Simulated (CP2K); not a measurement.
# TiO2 in CP2K: the effect of functional

The system is TiO2.

```
Ti O
1.0
     6.43537    0.00000    0.00000
     5.33288    3.60199    0.00000
    -1.84389   -0.56437    6.32897
Ti O
4 8
Direct
  0.90007 0.90007 0.28960
  0.19529 0.19529 0.28376
  0.09993 0.09993 0.71040
  0.80471 0.80471 0.71624
  0.36193 0.36193 0.29340
  0.26349 0.26349 0.65250
  0.86719 0.86719 0.99529
  0.73651 0.73651 0.34750
  0.94165 0.94165 0.63002
  0.13281 0.13281 0.00471
  0.63807 0.63807 0.70660
  0.05835 0.05835 0.36998
```

The cell comes from a database or a generator and needn't be the stable form of this composition.

Alike in all runs:

| Property | Result |
| --- | --- |
| Program | CP2K 2026.2 |
| Potentials or basis | POTENTIAL_UZH Ti GTH-PBE-q12, O GTH-PBE-q6; DZVP-MOLOPT-PBE-GTH basis |
| Density cutoff | 11565 eV |
| k mesh | 6 × 6 × 4 |
| Occupations | fermi-dirac, width 0.05 eV |
| Spin | no spin polarisation |

```tsv
functional	gap on the mesh (eV)	pressure (GPa)	largest force (eV/Å)
LDA	2.66	-8.8	0.19
PBEsol	2.69	-5.1	0.13
HLE16	?	?	?
vdW-DF-cx	2.71	-4.2	0.09
revPBE	2.72	2.3	0.23
HLE17	2.70	-20.6	0.92
```

Question: What does the run with functional HLE16 give?

Answer: gap on the mesh 2.48 eV; pressure -28.2 GPa; largest force 1.64 eV/Å.

Caveats: the potentials were made for another functional, which shifts forces and pressure; the basis of atomic orbitals isn't converged, which shifts pressures, moduli and gaps; the potentials were made for a functional far from this one (some runs).

A k mesh can miss the band edges.

Runs at the PBE level aren't shown here.
